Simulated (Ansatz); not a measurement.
# Hf (Im-3m) in Ansatz: further runs

The runs below take Hf through single point, with PBE.

Program: Ansatz 0.2.0. These are calculated values, not measurements. Logs are shortened: lines on timing, memory, paths and dates and some standing lists are left out, and cuts for length are marked.

## 1. The crystal as given

It takes space group Im-3m (No. 229, cubic). The conventional cell has a = 3.610 Å, b = 3.610 Å, c = 3.610 Å, α = 90.00°, β = 90.00°, γ = 90.00°. Hf (site symmetry m-3m) is surrounded by 8 Hf at 3.13 Å.

This isn't the form of Hf at room conditions, which is hcp.

## 2. Single point, PBE, 22.11 Å³/atom (volume scaled by 0.94)

Contents of input.yaml:

```yaml
crystal:
  lattice:
    - [-1.7681529262, 1.7681529262, 1.7681529262]
    - [1.7681529262, -1.7681529262, 1.7681529262]
    - [1.7681529262, 1.7681529262, -1.7681529262]
  atoms:
    - { symbol: Hf, position: [0.0, 0.0, 0.0] }
kpoints:
  mp_grid: { grid: [10, 10, 10] }
scf:
  occupations: { method: fermi_dirac, width: 0.05 }
hamiltonian:
  xc: pbe
  pseudopotentials: { kind: all_electron, lapw: { basis_error: 0.0005 } }
output:
  forces: true
  stress: true
  eigenvalues: true
```

Potentials or basis: all-electron LAPW, scalar-relativistic.

The run is started by

```
$ ansatz run input.yaml --threads 1 --pin off --max-ram 2560MiB --backend cpu --events-out ev --progress --plain --runs-dir out
```

Log:

```text
Warning: RAYON_NUM_THREADS=1 ignored (pool sized by the plan → 1); use --threads N
LAPW: plane waves up to 7.996 Å⁻¹, error target 5.0e-4 eV per atom; small_component_spin mean_spin; Hf in spheres of 1.531 Å, 36 of its electrons in bands, Dirac shells [] (how accurate: hamiltonian.pseudopotentials.lapw.basis_error, Limitations)
Engine: ansatz 0.2.0, aarch64-unknown-linux-gnu
Pseudopotentials: kind: all_electron
Pseudopotential: Hf, LAPW, valence charge 36, lapw/all_electron/scalar/gaussian/Hf, Koelling and Harmon's equation, gaussian nucleus
Functional definition: PBE
  parameter kappa = 0.804
  parameter beta = 0.06672455060314922
  exchange = pbe_x(kappa = kappa, mu = beta*pi^2/3)
  correlation = pbe_c(beta = beta)
Crystal: 1 atoms, lattice volume = 22.112 Å³
Basis set: ecut = 243.61481155333456 eV, 201 PW (Γ), exchange–correlation at level 2
Bands: 22, of which v1, the nominal top of the filled ones, is band 18 counted from 1 (17 counted from 0)
Symmetry: 48 space group operations
Space group: Im-3m (ITA 229), of the structure as read, at distance tolerance 2.8e-5 Å
k-points: 47 of 1000
Non-local potential: Hf, projectors of the file, none
Initial density: superposition of atomic densities (chi_scale 0.1, normalization cell)
Initial wavefunctions: plane waves of lowest kinetic energy (no species holds an atomic orbital)
Functional: x = pbe(κ = 0.804, μ = 0.2195149727645171), c = pbe(β = 0.06672455060314922)
iter 1 solved again at ethr=2.07e-4 eV; its pass at ethr=1.00e-1 eV (dr2=7.45e-2 eV) is discarded
SCF iter   1: F=—  HF=-410250.175063 eV  |F-HF|=—  |Δ(HF+E_count)|=         —  Δρ=1.97e-2  dr2=7.49e-2  ethr=2.07e-4  ⟨swp⟩=2.8  Hψ=6586  notcnv=0
preconditioner: auto → Kerker (q_TF=auto, 2.959 Å⁻¹)  [metal: Δε(μ)=0.053 eV  Ē_g=17.894 eV  σ=0.050 eV  W_gap=0.25  n_scr=12 (ndim 8)  ℏωp=38.7 eV  f_vac=0.000  D(μ)=1.59/eV (n_scr^D=18)]
SCF iter   2: F=—  HF=-410250.094019 eV  |F-HF|=—  |Δ(HF+E_count)|=   8.10e-2  Δρ=1.10e-2  dr2=2.67e-2  ethr=2.07e-4  ⟨swp⟩=2.0  Hψ=3290  notcnv=0
SCF iter   3: F=—  HF=-410250.080863 eV  |F-HF|=—  |Δ(HF+E_count)|=   1.32e-2  Δρ=8.30e-3  dr2=1.65e-2  ethr=7.43e-5  ⟨swp⟩=2.0  Hψ=3117  notcnv=0
SCF iter   4: F=—  HF=-410250.074939 eV  |F-HF|=—  |Δ(HF+E_count)|=   5.92e-3  Δρ=4.52e-3  dr2=5.72e-3  ethr=4.60e-5  ⟨swp⟩=2.0  Hψ=3109  notcnv=0
iter 5 solved again at ethr=1.08e-6 eV; its pass at ethr=1.59e-5 eV (dr2=3.90e-4 eV) is discarded
SCF iter   5: F=—  HF=-410250.075460 eV  |F-HF|=—  |Δ(HF+E_count)|=   5.21e-4  Δρ=1.15e-3  dr2=3.90e-4  ethr=1.08e-6  ⟨swp⟩=2.0  Hψ=5178  notcnv=0
SCF iter   6: F=—  HF=-410250.075506 eV  |F-HF|=—  |Δ(HF+E_count)|=   4.56e-5  Δρ=3.16e-4  dr2=1.61e-5  ethr=1.08e-6  ⟨swp⟩=2.0  Hψ=3117  notcnv=0
SCF iter   7: F=—  HF=-410250.075506 eV  |F-HF|=—  |Δ(HF+E_count)|=   5.99e-7  Δρ=5.77e-5  dr2=5.66e-7  ethr=4.48e-8  ⟨swp⟩=2.0  Hψ=3117  notcnv=0
SCF iter   8: F=-410250.075506 eV  HF=-410250.075506 eV  |F-HF|=1.57e-9  |Δ(HF+E_count)|=   4.27e-8  Δρ=9.90e-6  dr2=1.21e-8  ethr=1.57e-9  ⟨swp⟩=2.0  Hψ=3117  notcnv=0
SCF 1 converged in 8 iterations: F = -410250.075506 eV  dr2 = 1.21e-8
SCF converged after 8 iterations
Free energy (F): -410250.075506 eV
Harris-Foulkes:  -410250.075506 eV  (|F-HF|=1.57e-9)
Internal energy: -410250.062031 eV  (E = F + TS)
E sigma→0 (E₀):  -410250.068769 eV
Entropy (-TS):   -0.013475 eV (-13.475 meV/atom)
Fermi energy:    20.143854 eV
--- Per-component energies (eV) ---
  E_band       = -1755.608596
  E_kinetic    = 456479.062843
  E_xc         = -8415.317288
  E_electrostatic = -858313.807586  (all electrons and nuclei)
  E_smearing   = -0.013475  (= −TS)
  E_closure    = 0.000000  (closes the sum)
  E_atoms      = -410242.921030  (free atoms, spherical and without spin; not in F)
  Σ components = -410250.075506   (vs F -410250.075506, Δ=0.00e0)
  Basis errors (estimates in eV, not in F): energy 1.2e-4 per atom: plane waves 1.1e-4 (5.6e-5 summed), levels above the bands 1.5e-65, relativity 3.4e-8, radial functions 7.4e-6, core shells 3.5e-7; eigenvalues (radial functions only) 4.4e-7; not estimated: angular momenta, meshes, grids; target (lapw.basis_error) 5.0e-4; muffin-tin radii Hf 1.531 Å
--- Forces (eV/Å), atoms counted from 1 ---
  atom   1  Hf    -0.00000000     0.00000000    -0.00000000
  max |Σ_I F_I| component: 1.11e-31 eV/Å
--- Stress (GPa, compression-positive) ---
        0.940762      -0.000000      -0.000000
       -0.000000       0.940762      -0.000000
       -0.000000      -0.000000       0.940762
  P = ⅓ Tr σ = 0.9408 GPa (9.408 kbar)
--- Band table (eV; the first three rows and the last of 47) ---
  k-point 0: bands = ["-180.7964", "-180.7964", "-180.7955", "-180.7955", "-180.7955", "-41.3842", "-9.6420", "-9.6420", "-9.6420", "8.6544", "8.6544", "8.6544", "8.7298", "8.7298", "8.7298", "8.7610", "13.0696", "21.6632", "21.6632", "21.6632", "24.4780", "24.4780"]
  k-point 1: bands = ["-180.7964", "-180.7964", "-180.7955", "-180.7955", "-180.7955", "-41.3774", "-9.7289", "-9.6691", "-9.6424", "8.6567", "8.6596", "8.6597", "8.7249", "8.7278", "8.7281", "8.7544", "13.4396", "21.4099", "21.5482", "22.0352", "24.1160", "24.4799"]
  k-point 2: bands = ["-180.7964", "-180.7964", "-180.7955", "-180.7955", "-180.7955", "-41.3596", "-9.9503", "-9.7394", "-9.6435", "8.6617", "8.6735", "8.6739", "8.7130", "8.7166", "8.7246", "8.7445", "14.4435", "20.8234", "21.0251", "23.1146", "23.8691", "24.5482"]
  k-point 46: bands = ["-180.7964", "-180.7964", "-180.7955", "-180.7955", "-180.7955", "-41.2586", "-10.2386", "-10.2386", "-10.2386", "8.6373", "8.6876", "8.6876", "8.6876", "8.7386", "8.7386", "8.7386", "17.5082", "17.5082", "26.9927", "26.9927", "26.9927", "27.4523"]
```

Wall time 12 s (1 thread of Arm Neoverse N1, shared host); peak memory 0.26 GiB.

Results:

```yaml
Free_energy: -410250.0755 eV
Pressure: 0.9 GPa
Band_gap_on_the_k_mesh: none (metal or under the smearing width)
```

## 3. Single point, PBE, 22.58 Å³/atom (volume scaled by 0.96)

Edit input.yaml of step 2 so:

```diff
@@ -2,5 +2,5 @@
   lattice:
-    - [-1.7681529262, 1.7681529262, 1.7681529262]
-    - [1.7681529262, -1.7681529262, 1.7681529262]
-    - [1.7681529262, 1.7681529262, -1.7681529262]
+    - [-1.7806051177, 1.7806051177, 1.7806051177]
+    - [1.7806051177, -1.7806051177, 1.7806051177]
+    - [1.7806051177, 1.7806051177, -1.7806051177]
   atoms:
```

Potentials or basis: all-electron LAPW, scalar-relativistic.

The run is started by

```
$ ansatz run input.yaml --threads 1 --pin off --max-ram 2560MiB --backend cpu --events-out ev --progress --plain --runs-dir out
```

It took 12 s on 1 thread of Arm Neoverse N1, shared host; peak memory 0.27 GiB.

Results (log left out):

| Item | Value |
| --- | --- |
| Free energy | -410250.0751 eV |
| Pressure | -1.2 GPa |
| Band gap on the k mesh | none (metal or under the smearing width) |

## 4. Single point, PBE, 23.05 Å³/atom (volume scaled by 0.98)

Edit input.yaml of step 3 so:

```diff
@@ -2,5 +2,5 @@
   lattice:
-    - [-1.7806051177, 1.7806051177, 1.7806051177]
-    - [1.7806051177, -1.7806051177, 1.7806051177]
-    - [1.7806051177, 1.7806051177, -1.7806051177]
+    - [-1.792885541, 1.792885541, 1.792885541]
+    - [1.792885541, -1.792885541, 1.792885541]
+    - [1.792885541, 1.792885541, -1.792885541]
   atoms:
```

The run is started by

```
$ ansatz run input.yaml --threads 1 --pin off --max-ram 2560MiB --backend cpu --events-out ev --progress --plain --runs-dir out
```

Run time: 12 s. Hardware: 1 thread of Arm Neoverse N1, shared host; peak memory 0.26 GiB.

It converged, with:

```
Free energy            : -410250.0687 eV
Pressure               : -3.1 GPa
Band gap on the k mesh : none (metal or under the smearing width)
```

## 5. Single point, PBE, 23.52 Å³/atom

Edit input.yaml of step 4 so:

```diff
@@ -2,5 +2,5 @@
   lattice:
-    - [-1.792885541, 1.792885541, 1.792885541]
-    - [1.792885541, -1.792885541, 1.792885541]
-    - [1.792885541, 1.792885541, -1.792885541]
+    - [-1.805, 1.805, 1.805]
+    - [1.805, -1.805, 1.805]
+    - [1.805, 1.805, -1.805]
   atoms:
```

The run is started by

```
$ ansatz run input.yaml --threads 1 --pin off --max-ram 2560MiB --backend cpu --events-out ev --progress --plain --runs-dir out
```

Wall time 12 s (1 thread of Arm Neoverse N1, shared host); peak memory 0.27 GiB.

Results (log left out):

- Free energy: -410250.0569 eV
- Pressure: -4.9 GPa
- Band gap on the k mesh: none (metal or under the smearing width)

## 6. Single point, PBE, 23.99 Å³/atom (volume scaled by 1.02)

Edit input.yaml of step 5 so:

```diff
@@ -2,5 +2,5 @@
   lattice:
-    - [-1.805, 1.805, 1.805]
-    - [1.805, -1.805, 1.805]
-    - [1.805, 1.805, -1.805]
+    - [-1.8169539908, 1.8169539908, 1.8169539908]
+    - [1.8169539908, -1.8169539908, 1.8169539908]
+    - [1.8169539908, 1.8169539908, -1.8169539908]
   atoms:
```

Potentials or basis: all-electron LAPW, scalar-relativistic.

The run is started by

```
$ ansatz run input.yaml --threads 1 --pin off --max-ram 2560MiB --backend cpu --events-out ev --progress --plain --runs-dir out
```

It took 12 s on 1 thread of Arm Neoverse N1, shared host; peak memory 0.26 GiB.

Results (log left out):

```
Free energy            : -410250.0402 eV
Pressure               : -6.5 GPa
Band gap on the k mesh : none (metal or under the smearing width)
```

## 7. Single point, PBE, 24.46 Å³/atom (volume scaled by 1.04)

Edit input.yaml of step 6 so:

```diff
@@ -2,5 +2,5 @@
   lattice:
-    - [-1.8169539908, 1.8169539908, 1.8169539908]
-    - [1.8169539908, -1.8169539908, 1.8169539908]
-    - [1.8169539908, 1.8169539908, -1.8169539908]
+    - [-1.8287527239, 1.8287527239, 1.8287527239]
+    - [1.8287527239, -1.8287527239, 1.8287527239]
+    - [1.8287527239, 1.8287527239, -1.8287527239]
   atoms:
```

The run is started by

```
$ ansatz run input.yaml --threads 1 --pin off --max-ram 2560MiB --backend cpu --events-out ev --progress --plain --runs-dir out
```

Run time: 12 s. Hardware: 1 thread of Arm Neoverse N1, shared host; peak memory 0.26 GiB.

It converged, with:

* Free energy: -410250.0190 eV
* Pressure: -7.9 GPa
* Band gap on the k mesh: none (metal or under the smearing width)

## 8. Single point, PBE, 24.93 Å³/atom (volume scaled by 1.06)

Edit input.yaml of step 7 so:

```diff
@@ -2,5 +2,5 @@
   lattice:
-    - [-1.8287527239, 1.8287527239, 1.8287527239]
-    - [1.8287527239, -1.8287527239, 1.8287527239]
-    - [1.8287527239, 1.8287527239, -1.8287527239]
+    - [-1.8404011445, 1.8404011445, 1.8404011445]
+    - [1.8404011445, -1.8404011445, 1.8404011445]
+    - [1.8404011445, 1.8404011445, -1.8404011445]
   atoms:
```

The run is started by

```
$ ansatz run input.yaml --threads 1 --pin off --max-ram 2560MiB --backend cpu --events-out ev --progress --plain --runs-dir out
```

Wall time 11 s (1 thread of Arm Neoverse N1, shared host); peak memory 0.26 GiB.

It converged, with:

| Item | Value |
| --- | --- |
| Free energy | -410249.9937 eV |
| Pressure | -9.3 GPa |
| Band gap on the k mesh | none (metal or under the smearing width) |
